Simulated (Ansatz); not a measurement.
## How far PBE and PBEsol part for ZnTe, 3 layers

The parent structure is ZnTe in the zinc blende structure (space group F-43m, No. 216; a = 6.1791 Å). Axes: x, y, z lie along the cube axes.

(Cell as relaxed with PBE.)

Levels (all Ansatz, an electronic-structure program, PAW): PBE (420 eV, no spin-orbit coupling); PBEsol (420 eV, no spin-orbit coupling).

Each level relaxes its own structure.

```json
[
 {"base": "volume per atom", "PBE": "29.49 Å³", "PBEsol": "27.90 Å³"},
 {"base": "lattice parameter a", "PBE": "6.179 Å", "PBEsol": "6.066 Å"},
 {"base": "band gap", "PBE": "1.08 eV", "PBEsol": "1.24 eV"}
]
```

Now apply this change: a free-standing slab of 3 layers (6 atoms, 2 a layer) is cut normal to [110], with 15 Å of vacuum and the in-plane cell held at bulk.

```csv
quantity,PBE,PBEsol
gap character,"indirect, Γ → X",?
excess energy per area of both faces (slab less bulk energy over the cell's area: twice a surface energy),0.52 J/m²,?
shift of the gap caused by the change,+0.63 eV,?
```

Task: Predict the PBEsol column.

Result: 
- gap character, PBEsol: indirect, Γ → X
- excess energy per area of both faces (slab less bulk energy over the cell's area: twice a surface energy), PBEsol: 0.71 J/m²
- shift of the gap caused by the change, PBEsol: +0.20 eV

PBE's excess energy per area of both faces lies 0.19 J/m² below PBEsol's; PBE's shift of the gap caused by the change lies 0.43 eV above PBEsol's; the two agree on the gap character. Neither level is exact; PBEsol is the comparison here, not a measurement.

The excess energy carries the mismatch between the slab's and the bulk's meshes. Spin-orbit coupling, missing from the scalar runs, can matter with Te. Whether these cells are dynamically stable was not tested. k-point labels follow each cell's own Brillouin zone.
